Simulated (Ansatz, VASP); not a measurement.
Two plane-wave programs on KF

The input INCAR:

```
PREC = Accurate ; ENCUT = 520
EDIFF = 1E-6 ; ISMEAR = 0
SIGMA = 0.05 ; LREAL = F
LASPH = T ; NELM = 60
ALGO = Normal ; ISIF = 2
LWAVE = F ; LCHARG = F
NBANDS = 15
```

File KPOINTS:

```
Automatic mesh
0
Gamma
  8 8 8
```

File POSCAR:

```
KF
1.0
    0.0000000000      2.5817196783      2.4849051904
    2.6720798670      0.0000000000      2.4849051904
    2.6720798670      2.5817196783      0.0000000000
K F
1 1
Direct
    0.0000000000      0.0000000000      0.0000000000
    0.5000000000      0.5000000000      0.5000000000
```

Input for Ansatz:

```yaml
crystal:
  lattice:
    - [0.0, 2.5817196783, 2.4849051904]
    - [2.672079867, 0.0, 2.4849051904]
    - [2.672079867, 2.5817196783, 0.0]
  atoms:
    - { symbol: K, position: [0.0, 0.0, 0.0] }
    - { symbol: F, position: [0.5, 0.5, 0.5] }
basis:
  ecutwfc: 520.0
kpoints:
  mp_grid: { grid: [8, 8, 8] }
hamiltonian:
  xc: lda
scf:
  occupations: { method: gaussian, width: 0.05 }
output:
  forces: true
  stress: true
  eigenvalues: true
```

Change from the starting cell: normal strain along x +0.0350, normal strain along z -0.0375.

Alike in both runs: task single point; functional LDA; k mesh 8 × 8 × 8; occupations gaussian, width 0.05 eV; no spin polarisation.

```csv
,VASP,Ansatz
version,VASP 6.6.1,Ansatz 0.2.0
potentials or method,"VASP PAW LDA potentials, release 64 (K_sv, F)","scalar-relativistic, plane waves, PAW"
plane-wave cutoff (eV),520,520
valence electrons in the cell,16,16
```

```csv
,VASP,Ansatz,Ansatz less VASP
gap on the k mesh at the Fermi level (eV),6.23,6.25,+0.020
least direct gap on the mesh (eV),6.23,6.25,+0.021
pressure (GPa),0.9,0.6,-0.27
largest component of the traceless stress (GPa),3.43,3.26,-0.173
```

A k mesh can miss the band edges.
